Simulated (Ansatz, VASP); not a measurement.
## Pt: VASP beside Ansatz

```
CELL_PARAMETERS angstrom
0.00000 2.91467 2.91467
2.91467 0.00000 2.91467
2.91467 2.91467 0.00000
ATOMIC_POSITIONS crystal
Pt 0.12500 0.12500 0.12500
Pt 0.87500 0.87500 0.87500
```

Alike in both runs: task single point; functional RPBE; k mesh 11 × 11 × 11; occupations fermi-dirac, width 0.1 eV; no spin polarisation.

```csv
,VASP,Ansatz
version,VASP 6.6.1,Ansatz 0.2.0
potentials or method,"VASP PAW PBE potentials, release 64 (Pt)","plane waves (420 eV) with PAW, scalar-relativistic"
plane-wave cutoff (eV),520,420
valence electrons in the cell,20,36
```

|  | VASP | Ansatz | Ansatz less VASP |
| --- | --- | --- | --- |
| pressure (GPa) | -0.3 | 0.1 | +0.33 |

The two sets of potentials don't hold the same shells in valence.

Caveats: the PAW data sets were made with another functional, which shifts forces and pressure a little (VASP). Spin-orbit coupling is left out, which matters for the levels of Pt.
